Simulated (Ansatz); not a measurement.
# MgO: the cost of one run

Computed with Ansatz 0.2.0 (DFT PBE, scalar-relativistic, plane waves, PAW, unless a step's input says otherwise).

### Step 1. Starting point

Symmetry: P6_3/mmc, No. 194, hexagonal system. Conventional cell: a = 3.486 Å, b = 3.486 Å, c = 4.178 Å, α = 90.00°, β = 90.00°, γ = 120.00°. Mg (site symmetry -6m2) has 5 O at 2.01 to 2.09 Å in its first shell of neighbours. Around O (site symmetry -6m2) lie 5 Mg at 2.01 to 2.09 Å.

Coordinates:

```xyz
48
Lattice="5.2296 -3.0193 -4.1780 -5.2296 3.0193 -4.1780 5.2296 9.0579 4.1780" Properties=species:S:1:pos:R:3 pbc="T T T"
Mg    1.7432    1.0064   -5.2226
Mg    1.7432    1.0064   -1.0445
Mg    0.0000    4.0257   -5.2225
Mg    0.0000    4.0257   -1.0445
Mg    3.4864    4.0257   -1.0445
Mg    3.4864    4.0257   -5.2226
Mg    1.7432    7.0450   -1.0445
Mg    6.9728    4.0257   -1.0445
Mg    0.0000   10.0643   -1.0445
Mg    5.2296    7.0450   -1.0445
Mg    3.4864   -2.0129   -5.2226
Mg   -1.7432    1.0064   -5.2226
Mg    5.2296   -1.0064   -3.1335
Mg    0.0000    2.0129   -3.1335
Mg    3.4864    2.0129   -3.1335
Mg   -1.7432    5.0321   -3.1335
Mg    1.7432    5.0322   -3.1335
Mg    1.7432    5.0322    1.0445
Mg    5.2296    5.0322    1.0445
Mg    5.2296    5.0322   -3.1335
Mg    3.4864    8.0514    1.0445
Mg    3.4864    8.0514   -3.1335
Mg   -3.4864    2.0129   -3.1335
Mg    1.7432   -1.0064   -3.1335
O    -3.4864    4.0257   -3.1335
O     1.7432    1.0064   -3.1335
O     5.2296    1.0064   -3.1335
O     0.0000    4.0257   -3.1335
O     3.4864    4.0257   -3.1335
O     3.4864    4.0257    1.0445
O     1.7432    7.0450   -3.1335
O     1.7432    7.0450    1.0445
O     5.2296    7.0450    1.0445
O     5.2296    7.0450   -3.1335
O    -1.7432    1.0064   -3.1335
O     3.4864   -2.0129   -3.1335
O     0.0000    2.0129   -5.2226
O     0.0000    2.0129   -1.0445
O     3.4864    2.0129   -1.0445
O     3.4864    2.0129   -5.2225
O     1.7432    5.0322   -1.0445
O     1.7432    5.0322   -5.2226
O     0.0000    8.0514   -1.0445
O     5.2296    5.0322   -1.0445
O     8.7159    5.0321   -1.0445
O     3.4864    8.0514   -1.0445
O     1.7432   -1.0064   -5.2226
O    -3.4864    2.0129   -5.2226
```

The runs take a perfect supercell of 48 atoms; the defect goes to fractional position (0.042, 0.875, 0.167).

### Step 2. The perfect supercell

File input.yaml:

```yaml
crystal:
  lattice:
    - [5.229567, -3.019292, -4.178041]
    - [-5.229567, 3.019292, -4.178041]
    - [5.229567, 9.057875, 4.17804]
  atoms:
    - { symbol: Mg, position: [0.791667, 0.625001, 0.166667] }
    - { symbol: Mg, position: [0.291667, 0.125001, 0.166667] }
    - { symbol: Mg, position: [0.624999, 0.958333, 0.333333] }
    - { symbol: Mg, position: [0.124999, 0.458333, 0.333333] }
    - { symbol: Mg, position: [0.458333, 0.291667, 0.5] }
    - { symbol: Mg, position: [0.958333, 0.791667, 0.5] }
    - { symbol: Mg, position: [0.291667, 0.625001, 0.666667] }
    - { symbol: Mg, position: [0.791667, 0.125001, 0.666667] }
    - { symbol: Mg, position: [0.124999, 0.958333, 0.833333] }
    - { symbol: Mg, position: [0.624999, 0.458333, 0.833333] }
    - { symbol: Mg, position: [0.958333, 0.291667, 0.0] }
    - { symbol: Mg, position: [0.458333, 0.791667, 0.0] }
    - { symbol: Mg, position: [0.875001, 0.041667, 0.166667] }
    - { symbol: Mg, position: [0.375001, 0.541667, 0.166667] }
    - { symbol: Mg, position: [0.708333, 0.374999, 0.333333] }
    - { symbol: Mg, position: [0.208333, 0.874999, 0.333333] }
    - { symbol: Mg, position: [0.541667, 0.708333, 0.5] }
    - { symbol: Mg, position: [0.041667, 0.208333, 0.5] }
    - { symbol: Mg, position: [0.375001, 0.041667, 0.666667] }
    - { symbol: Mg, position: [0.875001, 0.541667, 0.666667] }
    - { symbol: Mg, position: [0.208333, 0.374999, 0.833333] }
    - { symbol: Mg, position: [0.708333, 0.874999, 0.833333] }
    - { symbol: Mg, position: [0.041667, 0.708333, 0.0] }
    - { symbol: Mg, position: [0.541667, 0.208333, 0.0] }
    - { symbol: O, position: [0.041667, 0.875001, 0.166667] }
    - { symbol: O, position: [0.541667, 0.375001, 0.166667] }
    - { symbol: O, position: [0.874999, 0.208333, 0.333333] }
    - { symbol: O, position: [0.374999, 0.708333, 0.333333] }
    - { symbol: O, position: [0.708333, 0.541667, 0.5] }
    - { symbol: O, position: [0.208333, 0.041667, 0.5] }
    - { symbol: O, position: [0.541667, 0.875001, 0.666667] }
    - { symbol: O, position: [0.041667, 0.375001, 0.666667] }
    - { symbol: O, position: [0.374999, 0.208333, 0.833333] }
    - { symbol: O, position: [0.874999, 0.708333, 0.833333] }
    - { symbol: O, position: [0.208333, 0.541667, 0.0] }
    - { symbol: O, position: [0.708333, 0.041667, 0.0] }
    - { symbol: O, position: [0.625001, 0.791667, 0.166667] }
    - { symbol: O, position: [0.125001, 0.291667, 0.166667] }
    - { symbol: O, position: [0.458333, 0.124999, 0.333333] }
    - { symbol: O, position: [0.958333, 0.624999, 0.333333] }
    - { symbol: O, position: [0.291667, 0.458333, 0.5] }
    - { symbol: O, position: [0.791667, 0.958333, 0.5] }
    - { symbol: O, position: [0.125001, 0.791667, 0.666667] }
    - { symbol: O, position: [0.625001, 0.291667, 0.666667] }
    - { symbol: O, position: [0.958333, 0.124999, 0.833333] }
    - { symbol: O, position: [0.458333, 0.624999, 0.833333] }
    - { symbol: O, position: [0.791667, 0.458333, 0.0] }
    - { symbol: O, position: [0.291667, 0.958333, 0.0] }
basis:
  ecutwfc: 420
  fft_grid_basis: typed
kpoints:
  mp_grid: { grid: [2, 2, 2] }
hamiltonian:
  xc: pbe
  pseudopotentials: { kind: paw }
scf:
  occupations: { method: gaussian, width: 0.05 }
output:
  forces: true
  stress: false
  eigenvalues: true
  bader: false
  write_density: true
  volumetric_format: npy
```

On the command line:

```console
$ ansatz run input.yaml --threads 4 --pin off --max-ram 10240MiB --backend cpu --events-out ev --progress --plain --runs-dir out
```

What time and memory should one allow on 4 threads of Arm Neoverse N1, shared host?

About 15 s, with a peak of 2.4 GiB.
